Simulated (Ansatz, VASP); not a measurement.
## One calculation of AgCl, two programs

```
Ag Cl
1.0
     0.00000    2.73567    2.73567
     2.73567    0.00000    2.73567
     2.73567    2.73567    0.00000
Ag Cl
1 1
Direct
  0.50000 0.50000 0.50000
  0.00000 0.00000 0.00000
```

Change from the starting cell: volume scaled by 0.96.

Alike in both runs: task single point; functional PBE; k mesh 8 × 8 × 8; occupations fermi-dirac, width 0.02 eV; no spin polarisation.

```csv
,VASP,Ansatz
version,VASP 6.6.1,Ansatz 0.2.0
potentials or method,"VASP PAW PBE potentials, release 64 (Ag, Cl), cutoff 520 eV","all-electron LAPW, scalar-relativistic"
```

VASP gave:

- gap on the k mesh at the Fermi level (eV): 0.90
- pressure (GPa): 3.7

Problem. Which values does Ansatz return?

Solution. gap on the k mesh at the Fermi level (eV): 0.91; pressure (GPa): 3.9.

Ansatz ran all-electron here, so the differences hold the error of VASP's frozen core and of both bases.

A k mesh can miss the band edges.
